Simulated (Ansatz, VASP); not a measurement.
**One calculation of BeS, two programs**

POSCAR

```
BeS
1.0
    0.0000000000      2.4343062304      2.4343062304
    2.4343062304      0.0000000000      2.4343062304
    2.4343062304      2.4343062304      0.0000000000
Be S
1 1
Direct
    0.0000000000      0.0000000000      0.0000000000
    0.2500000000      0.2500000000      0.2500000000
```

The input INCAR.step1:

```
SYSTEM = BeS
ALGO = Normal
EDIFF = 1E-4
ENCUT = 520
GGA = PE
ISMEAR = 0
LASPH = .True.
LCHARG = .False.
LREAL = .False.
LWAVE = .True.
NBANDS = 11
NELM = 80
PREC = Accurate
SIGMA = 0.01
```

INCAR.step2

```
SYSTEM = BeS
ALGO = Normal
EDIFF = 1E-6
ENCUT = 520
ISIF = 2
ISMEAR = 0
ISTART = 1
LASPH = .True.
LCHARG = .False.
LMIXTAU = .True.
LREAL = .False.
LWAVE = .False.
METAGGA = R2SCAN
NBANDS = 11
NELM = 80
PREC = Accurate
SIGMA = 0.01
```

The input KPOINTS:

```
k-points
0
Gamma
  10 10 10
  0 0 0
```

Input for Ansatz:

```yaml
crystal:
  lattice:
    - [0.0, 2.4343062304, 2.4343062304]
    - [2.4343062304, 0.0, 2.4343062304]
    - [2.4343062304, 2.4343062304, 0.0]
  atoms:
    - { symbol: Be, position: [0.0, 0.0, 0.0] }
    - { symbol: S, position: [0.25, 0.25, 0.25] }
kpoints:
  mp_grid: { grid: [10, 10, 10] }
  band_path:
    path:
      - [0.0, 0.0, 0.0]
      - [-0.5, -0.5, 0.0]
      - [-0.375, -0.375, 0.25]
      - [-0.375, 0.0, 0.375]
      - [0.0, 0.0, 0.5]
      - [-0.5, -0.25, 0.25]
      - [-0.0375, 0.0, 0.0375]
      - [0.0, 0.5, 0.5]
    npoints: 1
hamiltonian:
  xc: r2scan
scf:
  occupations: { method: fixed }
  n_extra_bands: 4
output:
  forces: true
  stress: true
  eigenvalues: true
  write_density: true
  write_potential: true
  elf: true
  volumetric_format: npy
```

The cell was built by a generator and needn't be a form met in nature.

Alike in both runs: task single point; functional r2SCAN; k mesh 10 × 10 × 10; no spin polarisation.

```csv
,VASP,Ansatz
version,VASP 6.6.1,Ansatz 0.2.0
potentials or method,"VASP PAW PBE potentials, release 64 (Be, S)","plane waves, PAW"
plane-wave cutoff (eV),520,500
occupations,"gaussian, width 0.01 eV",fixed
valence electrons in the cell,8,8
```

Ansatz gave:

```
gap on the k mesh at the Fermi level (eV) : 3.59
pressure (GPa)                            : 0.0
```

Question: What did VASP give for the same quantities?

Answer: gap on the k mesh at the Fermi level (eV): 3.60; pressure (GPa): 0.3.

Caveats: the PAW data sets were made with another functional, which shifts forces and pressure a little (VASP). A k mesh can miss the band edges. r2SCAN opens gaps a little over a GGA but as a rule still falls short of measured ones.
